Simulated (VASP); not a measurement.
**GaSb: relaxation of cell and atoms with r2SCAN**

The system is GaSb.

```
Ga Sb
1.0
     0.00000    3.06703    3.06703
     3.06703    0.00000    3.06703
     3.06703    3.06703    0.00000
Ga Sb
1 1
Direct
  0.00000 0.00000 0.00000
  0.25000 0.25000 0.25000
```

- Program: VASP 6.6.1
- Task: relaxation of cell and atoms
- Functional: r2SCAN
- Potentials or basis: VASP PAW PBE potentials, release 64 (Ga_d, Sb)
- Cutoff: 600 eV
- k mesh: 10 × 10 × 10
- Occupations: gaussian, width 0.03 eV
- Spin: no spin polarisation
- Further INCAR settings: ALGO = Normal; EDIFF = 1e-07; IBRION = 2; EDIFFG = -0.005; NSW = 90; ISIF = 3

```json
{
  "Pressure after relaxing": "0.0 GPa",
  "Band gap on the k mesh": "0.39 eV, direct"
}
```

Final structure:
```yaml
crystal:
  lattice:
    - [0.00000, 3.06703, 3.06703]
    - [3.06703, 0.00000, 3.06703]
    - [3.06703, 3.06703, 0.00000]
  atoms:
    - { symbol: Ga, position: [0.00000, 0.00000, 0.00000] }
    - { symbol: Sb, position: [0.25000, 0.25000, 0.25000] }
```

Levels at points of the mesh, in eV from the valence-band top:
| k point | band 5 | band 6 | band 7 | band 8 | band 9 | band 10 | band 11 | band 12 | band 13 |
| --- | --- | --- | --- | --- | --- | --- | --- | --- | --- |
| (0.00, 0.00, 0.00) | -15.43 | -11.88 | 0.00 | 0.00 | 0.00 | 0.39 | 2.98 | 2.98 | 2.98 |
| (0.50, 0.00, 0.00) | -15.43 | -10.18 | -6.54 | -1.20 | -1.20 | 0.67 | 4.01 | 4.01 | 6.93 |
| (0.50, 0.50, 0.00) | -15.42 | -9.30 | -7.01 | -2.67 | -2.67 | 1.13 | 1.49 | 9.21 | 9.21 |

It took 2.1 min on 1 thread of Intel(R) Xeon(R) Platinum 8488C (Sapphire Rapids) (shared host), peak memory 0.24 GiB.

Caveat: the relaxation stopped at its first step, so nothing moved; the PAW data sets were made with another functional, which shifts forces and pressure a little; spin-orbit coupling is left out, which moves the levels of the heavy elements. A k mesh can miss the band edges.
